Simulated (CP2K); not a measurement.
Runs of CP2K 2026.2 on HgTe (Coloradoite). It takes space group F-43m (No. 216, cubic). The conventional cell has a = 6.429 Å, b = 6.429 Å, c = 6.429 Å, α = 90.00°, β = 90.00°, γ = 90.00°. Hg (site symmetry -43m) is surrounded by 4 Te at 2.78 Å. Te (site symmetry -43m) is surrounded by 4 Hg at 2.78 Å. 

```csv
potentials or basis,ADDED_MOS,gap on the mesh (eV),pressure (GPa)
"GTH_POTENTIALS Hg GTH-PBE-q12, Te GTH-PBE-q6; TZVP-MOLOPT-SR-GTH basis",[10],none,5.4
"POTENTIAL_UZH Hg GTH-PBE-q12, Te GTH-PBE-q6; TZV2P-MOLOPT-PBE-GTH basis",[10],none,(a)
"POTENTIAL_UZH Hg GTH-PBE-q12, Te GTH-PBE-q6; ccGRB-D basis",[10],none,7.0
"POTENTIAL_UZH Hg GTH-PBE-q12, Te GTH-PBE-q6; DZVP-MOLOPT-PBE-GTH basis",[10],none,5.4
"POTENTIAL_UZH Hg GTH-PBE-q12, Te GTH-PBE-q6; TZVP-MOLOPT-PBE-GTH basis",[10],none,5.5
"GTH_POTENTIALS Hg GTH-PBE-q12, Te GTH-PBE-q6; DZVP-MOLOPT-SR-GTH basis",[10],none,5.5
"GTH_POTENTIALS Hg GTH-PBE-q12, Te GTH-PBE-q6; SZV-MOLOPT-SR-GTH basis",[4],none,8.4
```

Alike in all rows: task band structure; level PBE; no spin polarisation; cell as given; k mesh 7 × 7 × 7; smearing fermi-dirac 0.05 eV.

Task: Estimate the missing entries.

Result: (a) 5.2.

Caveats: spin-orbit coupling is left out, which moves the levels of the heavy elements; the basis of atomic orbitals isn't converged, which shifts pressures, moduli and gaps; a minimal basis gives rough bond lengths, pressures and levels (some runs).

A k mesh can miss the band edges, and the runs leave out spin-orbit coupling on Hg, Te.

A gap of «none» marks a metal or a gap under the smearing width.
